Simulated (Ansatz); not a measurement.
**CdSe: squeezing one contact**

Aim: change the length of one contact in CdSe (Cd1–Se2) by moving its two atoms, all else held, and follow energy and force. The runs shown use PAW. Its runs: shortest bond scaled by 1 (PAW); shortest bond scaled by 1.1 (PAW); shortest bond scaled by 0.82 (PAW); shortest bond scaled by 0.7 (PAW); shortest bond scaled by 0.64 (PAW and PAW (level accurate)).

Computed with Ansatz 0.2.0 (DFT PBEsol, with the methods named in each step, unless a step's input says otherwise).

1 further run of the same task is left out (for a known fault of the program).

## Step 1: The starting structure

Symmetry: F-43m, No. 216, cubic system. The conventional cell has a = 6.141 Å, b = 6.141 Å, c = 6.141 Å, α = 90.00°, β = 90.00°, γ = 90.00°. Around Cd (site symmetry -43m) lie 4 Se at 2.66 Å. Se (site symmetry -43m) has 4 Cd at 2.66 Å as nearest neighbours.

As a file:

```cif
data_structure
_symmetry_space_group_name_H-M 'F-43m'
_symmetry_Int_Tables_number 216
_cell_length_a 6.1405
_cell_length_b 6.1405
_cell_length_c 6.1405
_cell_angle_alpha 90.000
_cell_angle_beta 90.000
_cell_angle_gamma 90.000
_cell_volume 231.54
loop_
_atom_site_label
_atom_site_type_symbol
_atom_site_symmetry_multiplicity
_atom_site_Wyckoff_symbol
_atom_site_fract_x
_atom_site_fract_y
_atom_site_fract_z
_atom_site_occupancy
Cd1 Cd 4 a 0.00000 0.00000 0.00000 1
Se1 Se 4 d 0.25000 0.25000 0.75000 1
```

The file gives the conventional cell by its symmetry; the runs use the cell typed in the input.

Atoms are numbered in the order of the input: Cd1, Se2.

## Step 2: Shortest bond scaled by 1, PAW

input.yaml

```yaml
crystal:
  lattice:
    - [0.0, 3.0702711986, 3.0702711986]
    - [3.0702711986, 0.0, 3.0702711986]
    - [3.0702711986, 3.0702711986, 0.0]
  atoms:
    - { symbol: Cd, position: [0.0, 0.0, 0.0] }
    - { symbol: Se, position: [0.25, 0.25, 0.25] }
kpoints:
  mp_grid: { grid: [7, 7, 7] }
scf:
  occupations: { method: fermi_dirac, width: 0.03 }
hamiltonian:
  xc: pbesol
  pseudopotentials: { kind: paw }
output:
  forces: true
  stress: true
  eigenvalues: true
  efg: { contact_densities: true }
  populations: true
```

Run with:

```console
ansatz run input.yaml --threads 1 --pin off --max-ram 2048MiB --backend cpu --events-out ev --progress --plain --runs-dir out
```

## Step 3: Shortest bond scaled by 1.1, PAW

input.yaml, as its differences from that of step 2:

```diff
@@ -6,4 +6,4 @@
   atoms:
-    - { symbol: Cd, position: [0.0, 0.0, 0.0] }
-    - { symbol: Se, position: [0.25, 0.25, 0.25] }
+    - { symbol: Cd, position: [0.0375, -0.0125, -0.0125] }
+    - { symbol: Se, position: [0.2125, 0.2625, 0.2625] }
 kpoints:
@@ -21 +21,5 @@
   populations: true
+  write_density: true
+  write_potential: true
+  elf: true
+  volumetric_format: npy
```

## Step 4: Shortest bond scaled by 0.82, PAW

input.yaml, as its differences from that of step 3:

```diff
@@ -6,4 +6,4 @@
   atoms:
-    - { symbol: Cd, position: [0.0375, -0.0125, -0.0125] }
-    - { symbol: Se, position: [0.2125, 0.2625, 0.2625] }
+    - { symbol: Cd, position: [-0.0675, 0.0225, 0.0225] }
+    - { symbol: Se, position: [0.3175, 0.2275, 0.2275] }
 kpoints:
@@ -21,5 +21 @@
   populations: true
-  write_density: true
-  write_potential: true
-  elf: true
-  volumetric_format: npy
```

## Step 5: Shortest bond scaled by 0.7, PAW

input.yaml, as its differences from that of step 4:

```diff
@@ -6,4 +6,4 @@
   atoms:
-    - { symbol: Cd, position: [-0.0675, 0.0225, 0.0225] }
-    - { symbol: Se, position: [0.3175, 0.2275, 0.2275] }
+    - { symbol: Cd, position: [-0.1125, 0.0375, 0.0375] }
+    - { symbol: Se, position: [0.3625, 0.2125, 0.2125] }
 kpoints:
@@ -21 +21,5 @@
   populations: true
+  write_density: true
+  write_potential: true
+  elf: true
+  volumetric_format: npy
```

## Step 6: Shortest bond scaled by 0.64, PAW

input.yaml, as its differences from that of step 5:

```diff
@@ -6,4 +6,4 @@
   atoms:
-    - { symbol: Cd, position: [-0.1125, 0.0375, 0.0375] }
-    - { symbol: Se, position: [0.3625, 0.2125, 0.2125] }
+    - { symbol: Cd, position: [-0.135, 0.045, 0.045] }
+    - { symbol: Se, position: [0.385, 0.205, 0.205] }
 kpoints:
@@ -21,5 +21 @@
   populations: true
-  write_density: true
-  write_potential: true
-  elf: true
-  volumetric_format: npy
```

## Step 7: Shortest bond scaled by 0.64, PAW (level accurate)

input.yaml, as its differences from that of step 6:

```diff
@@ -14,3 +14,3 @@
   xc: pbesol
-  pseudopotentials: { kind: paw }
+  pseudopotentials: { kind: paw, level: accurate }
 output:
@@ -19,3 +19,5 @@
   eigenvalues: true
-  efg: { contact_densities: true }
-  populations: true
+  write_density: true
+  write_potential: true
+  elf: true
+  volumetric_format: npy
```

(Steps that only read results are left out.)

**Question.** What will these runs give?

As calculated:

| quantity | value |
| --- | --- |
| force along the bond, positive apart, at 1.702 Å (PAW) | 38.88 eV/Å |
| force along the bond, positive apart, at 1.702 Å (PAW (level accurate)) | 40.00 eV/Å |
| length at zero force (straight line) | 2.66 Å |

**Reading.** At 1.70 Å the force along the bond is 38.88 eV/Å by PAW, and the energy stands 9.57 eV over the given length. A straight line between 2.18 and 2.66 Å puts zero force near 2.66 Å, a rough figure over so wide a step. There symmetry makes it vanish whatever the lattice constant, so this is no computed equilibrium length. With two atoms in the cell whole sublattices move, so the other contacts between the two sublattices change too; at scales over 1 some of them become the shortest.
